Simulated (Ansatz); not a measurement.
## HfGe2N4 monolayer in a perpendicular field

What dipole does a perpendicular field induce in the HfGe2N4 monolayer, and does the gap follow? A positive field points along +c.

Calculated with Ansatz 0.2.0; plane-wave DFT, PBE-D3(BJ), Ansatz PAW.

**1. Set-up**

The cell holds 7 atoms: 4 N, 2 Ge and 1 Hf. Its edges and angles: a = 3.020 Å, b = 3.020 Å, c = 46.447 Å, α = 90.0°, β = 90.0°, γ = 120.0°. Vacuum lies along c.

As a file:

```xyz
7
Lattice="3.0200 0.0000 0.0000 -1.5100 2.6154 0.0000 0.0000 0.0000 46.4470" Properties=species:S:1:pos:R:3
N     0.0000    0.0000   19.3500
Ge    0.0000    1.7436   19.9378
N     0.0000    1.7436   21.7778
Hf    0.0000    0.0000   23.2235
N     0.0000    1.7436   24.6692
Ge    0.0000    1.7436   26.5092
N     0.0000    0.0000   27.0970
```

**2. Relaxing the slab**

The starting cell is a guess, so the in-plane lattice and the atoms are relaxed first, with the slab cut off from its images along the normal.

The input, input.yaml:

```yaml
crystal:
  lattice:
    - [3.02, 0.0, 0.0]
    - [-1.51, 2.6153967194, 0.0]
    - [0.0, 0.0, 46.4469581177]
  atoms:
    - { symbol: "N", position: [0.0, 0.0, 0.4166042467] }
    - { symbol: Ge, position: [0.3333333333, 0.6666666667, 0.4292587703] }
    - { symbol: "N", position: [0.3333333333, 0.6666666667, 0.4688738511] }
    - { symbol: Hf, position: [0.0, 0.0, 0.5] }
    - { symbol: "N", position: [0.3333333333, 0.6666666667, 0.5311261489] }
    - { symbol: Ge, position: [0.3333333333, 0.6666666667, 0.5707412297] }
    - { symbol: "N", position: [0.0, 0.0, 0.5833957533] }
  periodic: [true, true, false]
kpoints:
  mp_grid: { grid: [12, 12, 1] }
hamiltonian:
  xc: pbe
  dispersion: d3bj
scf:
  occupations: { method: fermi_dirac, width: 0.05 }
  convergence: { dr2_threshold: 1.0e-09 }
relax:
  f_tol: 0.004
  max_steps: 90
  cell: {}
output:
  write_potential: true
  write_density: true
  volumetric_format: npy
```

On the command line:

```bash
> ansatz run input.yaml --threads 2 --pin off --max-ram 3072MiB --backend cpu --events-out ev --progress --plain --runs-dir out
```

Numbers of over 12 decimals in the logs are rounded to 6 here.

The program printed:

```text
Warning: relax.cell: scf.convergence.dr2_threshold = 1e-9 eV is looser than the 2.22254309702e-10 eV advised for a relaxation that steers and ends on the stress (1e-10 eV for each atom of the cell: 7, times the square of relax.cell.stress_2d_tol = 0.05 N/m over 17.7 Å (the atoms' height at the walk's start and 5 Å past either face), 2.817e-2 GPa, over a crystal's default 0.05). What an SCF threshold leaves in a stress goes as its square root, and in the free energy as the threshold itself, and one threshold admits the most on a small cell: [figures from the program's tests cut] Set scf.convergence.dr2_threshold to 2.22254309702e-10 eV or tighter. [rest of the remark cut]
Engine: ansatz 0.2.0, aarch64-unknown-linux-gnu
Pseudopotentials: kind: paw
Pseudopotential: N, paw, valence charge 5, recommended cutoff 420 eV (normal), N.paw.azcp
Pseudopotential: Ge, paw, valence charge 14, recommended cutoff 420 eV (normal), Ge.paw.azcp
Pseudopotential: Hf, paw, valence charge 26, recommended cutoff 420 eV (normal), Hf.paw.azcp
Functional definition: PBE
  parameter kappa = 0.804
  parameter beta = 0.066725
  exchange = pbe_x(kappa = kappa, mu = beta*pi^2/3)
  correlation = pbe_c(beta = beta)
Crystal: 7 atoms, lattice volume = 366.861 Å³
Basis set: ecut = 420 eV, 7031 PW (Γ), exchange–correlation on 48×48×640 points (8 copies of the dense FFT grid, shifted against one another)
Bands: 45, of which v1, the nominal top of the filled ones, is band 37 counted from 1 (36 counted from 0)
Symmetry: 12 space group operations
Space group: P-6m2 (ITA 187), of the structure as read, at distance tolerance 7.2e-5 Å
k-points: 19 of 144 (time reversal used)
Non-local potential: N, projectors of the file, l = 0: 2, l = 1: 2, l = 2: 1
Non-local potential: Ge, projectors of the file, l = 0: 2, l = 1: 2, l = 2: 3, l = 3: 1
Non-local potential: Hf, projectors of the file, l = 0: 3, l = 1: 2, l = 2: 2, l = 3: 3
PAW form: soft (Blöchl's): semilocal exchange-correlation on the pseudo side does not see the compensation charge
PAW one-centre angular grid: N, 110 points (default); XC on 64 Gauss nodes
PAW one-centre angular grid: Ge, 590 points (default); XC on 64 Gauss nodes
PAW one-centre angular grid: Hf, 590 points (default); XC on 64 Gauss nodes
Initial density: superposition of atomic densities (neutral atoms: chi_scale 0, normalization atom), corrected by the library's trained network
Initial wavefunctions: pseudopotential atomic-orbital guess
Functional: x = pbe(κ = 0.804, μ = 0.219515), c = pbe(β = 0.066725)
SCF iter   1: F=—  HF=-25850.473994 eV  |F-HF|=—  |Δ(HF+E_count)|=         —  Δρ=4.07e-3  dr2=7.01e-2  ethr=1.77e-3  ⟨swp⟩=11.9  Hψ=5423  notcnv=0  defer=25
preconditioner: auto → Resta (q_TF=auto, 2.089 Å⁻¹)  ε∞=1.7  [insulator: Δε(μ)=0.842 eV  Ē_g=19.575 eV  σ=0.050 eV  W_gap=1.00  n_scr=30 (ndim 8)  ℏωp=16.5 eV  f_vac=0.765  D(μ)=0.00/eV (n_scr^D=0)  ε∞_Penn≈1.7  vacuum switching on, ρ_ref=2.8e-2 e/Å³]
SCF iter   2: F=—  HF=-25850.471584 eV  |F-HF|=—  |Δ(HF+E_count)|=   2.41e-3  Δρ=2.94e-3  dr2=3.61e-2  ethr=9.48e-5  ⟨swp⟩=4.2  Hψ=2369  notcnv=0  defer=46
SCF iter   3: F=—  HF=-25850.466179 eV  |F-HF|=—  |Δ(HF+E_count)|=   5.40e-3  Δρ=1.08e-3  dr2=3.82e-3  ethr=4.87e-5  ⟨swp⟩=3.0  Hψ=1566  notcnv=0  defer=46
SCF iter   4: F=—  HF=-25850.468105 eV  |F-HF|=—  |Δ(HF+E_count)|=   1.93e-3  Δρ=5.37e-4  dr2=4.02e-3  ethr=5.16e-6  ⟨swp⟩=3.4  Hψ=1991  notcnv=0  defer=46
SCF iter   5: F=—  HF=-25850.467596 eV  |F-HF|=—  |Δ(HF+E_count)|=   5.09e-4  Δρ=1.32e-4  dr2=3.01e-5  ethr=5.16e-6  ⟨swp⟩=3.0  Hψ=1260  notcnv=0  defer=46
SCF iter   6: F=—  HF=-25850.467662 eV  |F-HF|=—  |Δ(HF+E_count)|=   6.59e-5  Δρ=9.74e-5  dr2=1.63e-5  ethr=4.07e-8  ⟨swp⟩=4.2  Hψ=2344  notcnv=0  defer=46
SCF iter   7: F=—  HF=-25850.467665 eV  |F-HF|=—  |Δ(HF+E_count)|=   3.39e-6  Δρ=3.27e-5  dr2=2.51e-6  ethr=2.21e-8  ⟨swp⟩=2.8  Hψ=1729  notcnv=0  defer=46
SCF iter   8: F=—  HF=-25850.467735 eV  |F-HF|=—  |Δ(HF+E_count)|=   6.98e-5  Δρ=1.02e-5  dr2=2.81e-7  ethr=3.39e-9  ⟨swp⟩=3.7  Hψ=1906  notcnv=0  defer=46
SCF iter   9: F=—  HF=-25850.467735 eV  |F-HF|=—  |Δ(HF+E_count)|=   7.44e-8  Δρ=3.57e-6  dr2=3.05e-8  ethr=3.80e-10  ⟨swp⟩=3.0  Hψ=1823  notcnv=0  defer=46
SCF iter  10: F=—  HF=-25850.467735 eV  |F-HF|=—  |Δ(HF+E_count)|=   2.76e-8  Δρ=9.46e-7  dr2=2.52e-9  ethr=4.12e-11  ⟨swp⟩=3.5  Hψ=2113  notcnv=0  defer=46
SCF iter  11: F=-25850.467735 eV  HF=-25850.467735 eV  |F-HF|=1.32e-9  |Δ(HF+E_count)|=   5.95e-9  Δρ=4.40e-7  dr2=8.89e-10  ethr=1.35e-12  ⟨swp⟩=13.4  Hψ=7716  notcnv=0
SCF 1 converged in 11 iterations: F = -25850.467735 eV  dr2 = 8.89e-10
  greatest PAW one-centre occupation: 0.999 electrons in one spin orbital (limit 2), on the Ge atom at site 5 (counted from 0), in its partial waves of l = 2
relax step   1: F+E_penalty+E_count = -25850.46773513 eV  Δ(F+E_penalty+E_count) = +0.000e0 eV  max|allowed force component| = 4.086e0 eV/Å  Δτ_max = 0.0000 Å  P = +17.310 N/m  Ω = 366.861 Å³  fix = [c, alpha, beta]  reactions: c +0.000 N/m  (11 SCF iters, accepted)
Crystal: 7 atoms, lattice volume = 378.939 Å³
Basis set: ecut = 420 eV, 7367 PW (Γ), exchange–correlation on 48×48×640 points (8 copies of the dense FFT grid, shifted against one another)
Initial density: handed on by an earlier stage of this run
Initial wavefunctions: those handed on with the density
iter 1 solved again at ethr=1.60e-3 eV; its pass at ethr=3.10e-3 eV (dr2=1.18e0 eV) is discarded
SCF iter   1: F=—  HF=-25851.868872 eV  |F-HF|=—  |Δ(HF+E_count)|=         —  Δρ=1.69e-2  dr2=1.19e0  ethr=1.60e-3  ⟨swp⟩=3.0  Hψ=6205  notcnv=0
preconditioner: auto → Resta (q_TF=auto, 2.078 Å⁻¹)  ε∞=1.7  [insulator: Δε(μ)=1.528 eV  Ē_g=19.654 eV  σ=0.050 eV  W_gap=1.00  n_scr=30 (ndim 8)  ℏωp=16.2 eV  f_vac=0.776  D(μ)=0.00/eV (n_scr^D=0)  ε∞_Penn≈1.7  vacuum switching on, ρ_ref=2.8e-2 e/Å³]
SCF iter   2: F=—  HF=-25851.653775 eV  |F-HF|=—  |Δ(HF+E_count)|=   2.15e-1  Δρ=7.61e-3  dr2=3.89e-1  ethr=1.60e-3  ⟨swp⟩=5.4  Hψ=2576  notcnv=0  defer=38
SCF iter   3: F=—  HF=-25851.592756 eV  |F-HF|=—  |Δ(HF+E_count)|=   6.10e-2  Δρ=5.39e-3  dr2=9.07e-2  ethr=5.26e-4  ⟨swp⟩=6.0  Hψ=1978  notcnv=0  defer=49
SCF iter   4: F=—  HF=-25851.585741 eV  |F-HF|=—  |Δ(HF+E_count)|=   7.02e-3  Δρ=2.61e-3  dr2=2.28e-2  ethr=1.23e-4  ⟨swp⟩=3.8  Hψ=1742  notcnv=0  defer=46
SCF iter   5: F=—  HF=-25851.582077 eV  |F-HF|=—  |Δ(HF+E_count)|=   3.66e-3  Δρ=9.22e-4  dr2=1.75e-3  ethr=3.08e-5  ⟨swp⟩=3.3  Hψ=1717  notcnv=0  defer=47
SCF iter   6: F=—  HF=-25851.582207 eV  |F-HF|=—  |Δ(HF+E_count)|=   1.30e-4  Δρ=2.58e-4  dr2=1.26e-4  ethr=2.37e-6  ⟨swp⟩=3.4  Hψ=1736  notcnv=0  defer=47
[...]
relax step   7: F+E_penalty+E_count = -25851.71747928 eV  Δ(F+E_penalty+E_count) = -2.790e-2 eV  max|allowed force component| = 2.592e-3 eV/Å  Δτ_max = 0.0000 Å  P = +0.583 N/m  Ω = 393.751 Å³  fix = [c, alpha, beta]  reactions: c +0.000 N/m  stress off target by 5.83e-1 N/m on what of the cell is left free  SCF on the basis re-selected at this cell (its energy is not comparable with the rows above)  (10 SCF iters)
[...]
relax step   8: F+E_penalty+E_count = -25851.71727227 eV  Δ(F+E_penalty+E_count) = +2.070e-4 eV  max|allowed force component| = 2.576e-3 eV/Å  Δτ_max = 0.0019 Å  P = +0.051 N/m  Ω = 394.571 Å³  energy of the carried Pulay correction = -5.517e-4 eV  fix = [c, alpha, beta]  reactions: c +0.000 N/m  (9 SCF iters, accepted)
[...]
relax step   9: F+E_penalty+E_count = -25851.71722568 eV  Δ(F+E_penalty+E_count) = +4.660e-5 eV  max|allowed force component| = 1.773e-5 eV/Å  Δτ_max = 0.0001 Å  P = +0.000 N/m  Ω = 394.644 Å³  energy of the carried Pulay correction = -6.009e-4 eV  fix = [c, alpha, beta]  reactions: c +0.000 N/m  (5 SCF iters, accepted)
iter 1 solved again at ethr=9.99e-8 eV; its pass at ethr=3.10e-3 eV (dr2=7.39e-5 eV) is discarded
SCF iter   1: F=—  HF=-25851.714203 eV  |F-HF|=—  |Δ(HF+E_count)|=         —  Δρ=9.85e-5  dr2=8.28e-7  ethr=9.99e-8  ⟨swp⟩=6.9  Hψ=9721  notcnv=0
preconditioner: auto → Resta (q_TF=auto, 2.064 Å⁻¹)  ε∞=1.7  [insulator: Δε(μ)=1.643 eV  Ē_g=19.449 eV  σ=0.050 eV  W_gap=1.00  n_scr=30 (ndim 8)  ℏωp=15.9 eV  f_vac=0.774  D(μ)=0.00/eV (n_scr^D=0)  ε∞_Penn≈1.7  vacuum switching on, ρ_ref=2.7e-2 e/Å³]
SCF iter   2: F=—  HF=-25851.716400 eV  |F-HF|=—  |Δ(HF+E_count)|=   2.20e-3  Δρ=4.93e-5  dr2=2.29e-7  ethr=1.12e-9  ⟨swp⟩=4.1  Hψ=2244  notcnv=0
SCF iter   3: F=—  HF=-25851.717759 eV  |F-HF|=—  |Δ(HF+E_count)|=   1.36e-3  Δρ=8.13e-6  dr2=1.57e-7  ethr=3.09e-10  ⟨swp⟩=4.8  Hψ=2500  notcnv=0
SCF iter   4: F=—  HF=-25851.717837 eV  |F-HF|=—  |Δ(HF+E_count)|=   7.78e-5  Δρ=6.80e-7  dr2=4.89e-9  ethr=2.13e-10  ⟨swp⟩=3.4  Hψ=1759  notcnv=0
iter 5 met the thresholds in force, and the SCF goes on: an eigenvalue changes by 2.23 meV, over its tolerance of 1.27 meV (output.eigenvalues, Limitations)
SCF iter   5: F=-25851.717839 eV  HF=-25851.717839 eV  |F-HF|=2.86e-7  |Δ(HF+E_count)|=   1.51e-6  Δρ=2.69e-7  dr2=9.57e-10  ethr=1.35e-12  ⟨swp⟩=22.9  Hψ=8588  notcnv=0
iter 6 met the thresholds in force, and the SCF goes on: an eigenvalue changes by 1.79 meV, over its tolerance of 1.05 meV (output.eigenvalues, Limitations)
SCF iter   6: F=-25851.717839 eV  HF=-25851.717839 eV  |F-HF|=1.30e-7  |Δ(HF+E_count)|=   1.58e-7  Δρ=1.63e-7  dr2=2.51e-10  ethr=1.29e-12  ⟨swp⟩=10.7  Hψ=6225  notcnv=0
Mixer restart at iter 6: flushing history
SCF iter   7: F=-25851.717839 eV  HF=-25851.717839 eV  |F-HF|=3.78e-9  |Δ(HF+E_count)|=   1.30e-7  Δρ=5.66e-7  dr2=3.77e-9  ethr=1.00e-12  ⟨swp⟩=3.4  Hψ=1754  notcnv=0  κ⁻¹=1.0e0(r=1)
SCF iter   8: F=-25851.717839 eV  HF=-25851.717839 eV  |F-HF|=6.00e-10  |Δ(HF+E_count)|=  1.56e-10  Δρ=8.16e-8  dr2=6.57e-11  ethr=1.00e-12  ⟨swp⟩=11.5  Hψ=7083  notcnv=0
SCF 10 converged in 8 iterations: F = -25851.717839 eV  dr2 = 6.57e-11
relax step  10: F+E_penalty+E_count = -25851.71783913 eV  Δ(F+E_penalty+E_count) = -6.135e-4 eV  max|allowed force component| = 7.740e-5 eV/Å  Δτ_max = 0.0000 Å  P = +0.004 N/m  Ω = 394.644 Å³  fix = [c, alpha, beta]  reactions: c +0.000 N/m  stress off target by 4.23e-3 N/m on what of the cell is left free  SCF on the basis re-selected at this cell (its energy is not comparable with the rows above)  (8 SCF iters)
basis re-selected at this cell: Δ(F+E_penalty+E_count) = -6.135e-4 eV, ΔP = +0.004 N/m vs the last step (what re-selecting the basis moved, of the pressure what is left beyond the Pulay correction that the steps carried, after the strain that the cell walked since its last selection, with what the two solves' SCF thresholds leave and, on support functions, any second-order correction that the steps lacked; it is no m [...]
WARN: The output density's exchange-correlation potential varies sharply where the density is thin. Do not read a vacuum level from v_tot or v_xc, or from such a field of the output density. On a cell that repeats whose density bears no net charge and no dipole along the vacuum's axis use v_es (v_loc + v_h of the components); under efield.dipole_correction with no amplitude use v_es + v_field, which holds any externa [...]
SCF converged after 8 iterations
an eigenvalue changed by more than its tolerance at an iteration that met the thresholds in force, so the SCF went on 2 times, its first undamped step at iteration 6: the last check found none over its tolerance
Free energy (F): -25851.717839 eV
Harris-Foulkes:  -25851.717839 eV  (|F-HF|=6.00e-10)
Internal energy: -25851.717839 eV  (E = F + TS)
E sigma→0 (E₀):  -25851.717839 eV
Fermi energy:    -5.921032 eV
--- Per-component energies (eV) ---
  E_band       = -1618.197581
  E_kinetic    = 1170.140260
  E_local      = -526095.665338  (includes V_loc(G=0)·N_el)
  E_nonlocal   = -214.243049
  E_hartree    = 261758.663396
  E_xc         = -691.192449
  E_vxc        = -700.897198  (∫ρ·V_xc dr)
  E_paw        = -11485.604188  (= ΣΔE_a)
  E_vpaw       = 705.142704  (= ΣTr[D̂ρ^β])
  E_aug_tail   = 0.000891  (compensation charges beyond the density's cutoff)
  E_ewald      = 249707.701136
  E_disp       = -1.518498  (pairwise vdW)
  E_smearing   = -0.000000  (= −TS)
  E_closure    = -0.000000  (closes the sum)
  Σ components = -25851.717839   (vs F -25851.717839, Δ=0.00e0)
--- Forces (eV/Å), atoms counted from 1 ---
  atom   1  N     -0.00000000     0.00000000    -0.00005864
  atom   2  Ge     0.00000000    -0.00000000     0.00004230
  atom   3  N      0.00000000     0.00000000     0.00007740
  atom   4  Hf     0.00000000     0.00000000     0.00000000
  atom   5  N      0.00000000     0.00000000    -0.00007740
  atom   6  Ge     0.00000000    -0.00000000    -0.00004230
  atom   7  N     -0.00000000     0.00000000     0.00005864
  max |Σ_I F_I| component: 1.11e-15 eV/Å
--- 2D stress c σ (N/m, compression-positive) ---
        0.004234       0.000000       0.000000
        0.000000       0.004234       0.000000
        0.000000       0.000000       0.000000
  P = ½ c Tr σ = 0.0042 N/m
--- Band table (eV; the first three rows and the last of 19) ---
  k-point 0: bands = [... 33 lower, -8.3678, -7.3534, -7.3534, -7.0794, -5.1443, -4.0864, -2.4247, -1.5075, ... 4 higher]
  k-point 1: bands = [... 33 lower, -8.3969, -7.5170, -7.4581, -6.8986, -4.6450, -3.7225, -2.8240, -1.1120, ... 4 higher]
  k-point 2: bands = [... 33 lower, -8.2319, -7.7720, -7.7294, -6.9019, -4.0951, -3.2722, -3.0537, -0.7111, ... 4 higher]
  k-point 18: bands = [... 33 lower, -8.9766, -8.8271, -7.4767, -6.7875, -4.2254, -1.7682, -0.6969, -0.6834, ... 4 higher]
  the weakly bound empty levels are not read free of the cell's end (no_gap_told)
--- Relaxed structure (8 steps of the walk, 8 accepted, 2 SCFs on fresh bases) ---
  F+E_penalty+E_count = -25851.71783913 eV   max|allowed force component| = 7.740e-5 eV/Å   (the final SCF, on the basis selected at the relaxed cell)
  cell:  # Å, volume = 394.6437 Å³
    - [3.132266, 0, 0.0]
    - [-1.566133, 2.712622, 0.0]
    - [0.0, 0.0, 46.4469581177]
  atoms:
    - { symbol: N, position: [1.057355261855499e-17, -5.1357255561990634e-17, 0.421052] }
    - { symbol: Ge, position: [0.333333, 0.666667, 0.433504] }
    - { symbol: N, position: [0.333333, 0.666667, 0.473754] }
    - { symbol: Hf, position: [1.057355261855499e-17, -5.1357255561990634e-17, 0.5] }
    - { symbol: N, position: [0.333333, 0.666667, 0.526246] }
    - { symbol: Ge, position: [0.333333, 0.666667, 0.566496] }
    - { symbol: N, position: [1.057355261855499e-17, -5.1357255561990634e-17, 0.578948] }
```

Run time: 3.7 min. Hardware: 2 threads of Arm Neoverse V2, shared host; peak memory 0.74 GiB; 7.3 min of CPU time.

Step by step:

| step | energy less that of the first step (eV) | largest force component (eV/Å) | volume (Å³) |
| --- | --- | --- | --- |
| 1 | 0.0000 | 4.0862 | 366.86 |
| 2 | -1.1146 | 0.3414 | 378.94 |
| 3 | -1.2177 | 0.2318 | 391.67 |
| 4 | -1.2211 | 0.1130 | 393.50 |
| 5 | -1.2218 | 0.0086 | 393.77 |
| 6 | -1.2218 | 0.0004 | 393.75 |
| 7* | -1.2497 | 0.0026 | 393.75 |
| 8 | -1.2495 | 0.0026 | 394.57 |
| 9 | -1.2495 | 0.0000 | 394.64 |
| 10* | -1.2501 | 0.0001 | 394.64 |

Relaxation steps marked * repeat the geometry before them on a plane-wave basis chosen anew for their cell, so energy and pressure can jump there.

Forces are held to the 12 operations that the run works with; a distortion that breaks them can't arise in this run.

```csv
cell as run,before,after,change
a (Å),3.020,3.132,+3.7 %
b (Å),3.020,3.132,+3.7 %
```

The atoms that moved most (Å, along periodic axes as changes of fractional coordinates times the final cell, across vacuum about the mean position):

| atom | dx | dy | dz | length |
| --- | --- | --- | --- | --- |
| N3 | 0.000 | 0.000 | 0.227 | 0.227 |
| N5 | 0.000 | 0.000 | -0.227 | 0.227 |
| N1 | 0.000 | 0.000 | 0.207 | 0.207 |
| N7 | 0.000 | 0.000 | -0.207 | 0.207 |
| Ge2 | 0.000 | 0.000 | 0.197 | 0.197 |
| Ge6 | 0.000 | 0.000 | -0.197 | 0.197 |

The relaxed structure:

```xyz
7
Lattice="3.1323 0.0000 0.0000 -1.5661 2.7126 0.0000 0.0000 0.0000 46.4470" Properties=species:S:1:pos:R:3
N     0.0000    0.0000   19.5566
Ge    0.0000    1.8084   20.1349
N     0.0000    1.8084   22.0044
Hf    0.0000    0.0000   23.2235
N     0.0000    1.8084   24.4425
Ge    0.0000    1.8084   26.3120
N     0.0000    0.0000   26.8904
```

The lattice constant a goes from 3.020 to 3.132 Å.

[end of part 1 of 2]

[Logs are printed without paths, hosts, clocks, repeated set-up lines and the standing remarks that a program may print on its own settings, such as how far it seeks lower states.]

[Hosts, paths, dates, database ids (printed as entryN), source tags and the programs' standing remarks are cut or masked in the printed files.]

[Maps of the electrostatic potential energy from Ansatz leave out the sawtooth potential of an applied field or a dipole correction, so their vacuum need not be flat; planar profiles and work functions include it.]
